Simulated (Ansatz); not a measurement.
## Co under strain: Contact hyperfine fields

Cell: a structure deposited in the COD, relaxed with PBE at fixed cell and then changed (z stretched by 1 %, ions relaxed).

```
CELL_PARAMETERS angstrom
2.50540 0.00000 0.00000
-1.25270 2.16974 0.00000
0.00000 0.00000 4.13019
ATOMIC_POSITIONS crystal
Co 0.33333 0.66667 0.25000
Co 0.66667 0.33333 0.75000
```

Atom numbers follow the list; atoms alike are taken as one site, whose name carries the number of the first.

Method: Kohn–Sham DFT in Ansatz, PBE, plane waves and PAW, scalar-relativistic, collinear spin, 420 eV cutoff, Γ-centred 21×21×11 k-points, Fermi–Dirac smearing 0.05 eV. Start moments as typed (μB): 2 on each Co.

B_c = (2μ₀/3)μB(ρ↑ − ρ↓), with the spin density averaged over the Thomson radius around the nucleus, 7.77 T per e/Å³, positive along the up direction of the run. The valence column is what the valence and semicore waves of the PAW files give as listed; the rest comes from solving these waves and the inner shells again in each spin's potential.

Q: What moments and contact fields does each site carry?

A: The cell's net moment is 3.30 μB; the site moments, counted in spheres around the atoms, add up to 3.46 μB, and the difference lies between the spheres. One atom of each set is listed.

| site | atom | m (μB) | B_c (T) | valence column (T) | rest (T) |
| --- | --- | --- | --- | --- | --- |
| Co | 1 | 1.73 | -26.0 | 9.1 | -35.1 |

On Co the field amounts to -15.0 T per μB of the site's moment: core polarisation sets it against the moment.

At this changed cell the PBE pressure is -6 GPa. The run finds no gap above 0.1 eV, so moments and fields hang on the k-mesh and the smearing. Semilocal functionals underestimate the core's part of the field; in a metal the conduction electrons' part and a positive orbital field can offset that, so a measured field can be larger or smaller. Orbital and dipolar fields are left out.

The relaxation (1 step) took 21 s of wall time (21 s of CPU time) and 0.64 GiB at its peak, on 1 thread of Intel Xeon Platinum 8375C CPU @ 2.90GHz (Ice Lake) (x86_64; 16 cores open to the job, memory cap 3.0 GiB, no GPU), a shared host with a load of 0.6 a core.
